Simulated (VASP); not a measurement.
InAs: single point with r2SCAN

**What was measured.**

From a printed reference work, data compilation, for a bulk crystal of InAs at 4.2 K: band gap 0.418 eV (direct).

Crystal: InAs.

```xyz
2
Lattice="0.0000 3.0546 3.0546 3.0546 0.0000 3.0546 3.0546 3.0546 0.0000" Properties=species:S:1:pos:R:3 pbc="T T T"
In    0.0000    0.0000    0.0000
As    1.5273    1.5273    1.5273
```

```
Program                : VASP 6.6.1
Task                   : single point
Functional             : r2SCAN
Potentials or basis    : VASP PAW PBE potentials, release 64 (In_d, As)
Cutoff                 : 550 eV
k mesh                 : 8 × 8 × 8
Occupations            : fermi-dirac, width 0.02 eV
Spin                   : no spin polarisation
Dipole correction      : no
Further INCAR settings : ALGO = Normal; EDIFF = 1e-06; NBANDS = 16
```

| Property | Result |
| --- | --- |
| Pressure | 0.0 GPa |
| Band gap on the k mesh | 0.08 eV |

Levels at points of the mesh, in eV from the valence-band top:
```
           k point  band 5  band 6  band 7  band 8  band 9  band 10  band 11  band 12  band 13  band 14
(0.00, 0.00, 0.00)  -14.66  -12.10    0.00    0.00    0.00     0.08     4.26     4.26     4.26     7.95
(0.50, 0.00, 0.00)  -14.65  -10.65   -5.72   -0.97   -0.97     1.25     5.03     5.03     7.24     9.50
(0.50, 0.50, 0.00)  -14.64  -10.12   -5.80   -2.29   -2.29     1.87     2.34     9.62     9.72     9.72
```

It took 4.4 min on 1 thread of Intel Xeon 8259CL (shared host), peak memory 0.23 GiB.

A measured gap of InAs is 0.418 eV (direct; 4.2 K; a printed reference work, data compilation); the calculated 0.08 eV misses it by -0.34 eV. Spin-orbit coupling on As, In is left out. The value is that of r2SCAN, without temperature or zero-point motion.

Caveat: semilocal functionals underestimate gaps, and a narrow one can read as zero; the PAW data sets were made with another functional, which shifts forces and pressure a little; spin-orbit coupling is left out, which moves the levels of the heavy elements.
